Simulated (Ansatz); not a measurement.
`CC(=O)OBCl` + H₂O → `OBCl` + `CC(=O)O` at 400 K and 1 bar (formal hydrolysis of a B–O bond).

Program: Ansatz. Geometries: PBE0-D4/def2-TZVP. ΔE: electronic, gas phase. CCSD(T)/CBS adds triple-zeta CCSD(T) − MP2 to the extrapolated MP2 energy (def2 sets, frozen cores). This one scheme is used for every species. Each species was taken in one conformer, which may not be the lowest.

```tsv
species	CCSD(T)/CBS energy (Eh)	H − E (kJ/mol)	S (J/(mol·K))
`CC(=O)OBCl`	-713.52185	205.6	385.9
H₂O	-76.37941	69.8	198.6
`OBCl`	-561.03999	93.6	281.2
`CC(=O)O`	-228.87529	185.0	309.7
```

H − E and S are ideal-gas, rigid-rotor, harmonic terms from PBE0-D4/def2-TZVP, for one conformer and one mirror image of each species. 1 Eh = 2625.50 kJ/mol, R = 8.31446 J/(mol·K).

By hand: ΔE, ΔH, ΔS and ΔG.

ΔE = (-561.03999) + (-228.87529) − (-713.52185) − (-76.37941) = -0.01402 Eh = -36.8 kJ/mol. Δ(H − E) = 93.6 + 185.0 − 205.6 − 69.8 = 3.2, so ΔH = -33.6 kJ/mol. ΔS = 281.2 + 309.7 − 385.9 − 198.6 = 6.4 J/(mol·K). ΔG = -33.6 − 400 × (6.4)/1000 = -36.2 kJ/mol.

By hand: the equilibrium constant, and the temperature at which ΔG would vanish if ΔH and ΔS stayed fixed.

log₁₀ K = −ΔG/(RT ln 10) = 4.7. ΔH and −TΔS have one sign here, so there is no such temperature.

The number of gas molecules stays the same, so ΔS is small and ΔH decides. A doubt of 5 kJ/mol in ΔE shifts log₁₀ K by 0.7 here. Other conformers and mirror images would add mixing entropy, several J/(mol·K) or more a flexible species. These are equilibria of isolated gas molecules and say nothing of rates. Largest T1 diagnostic: 0.015 (customary marks: 0.02 for closed shells, 0.045 for open ones).

ΔS is within the doubt of such terms, so its sign, and with it that verdict, could turn.
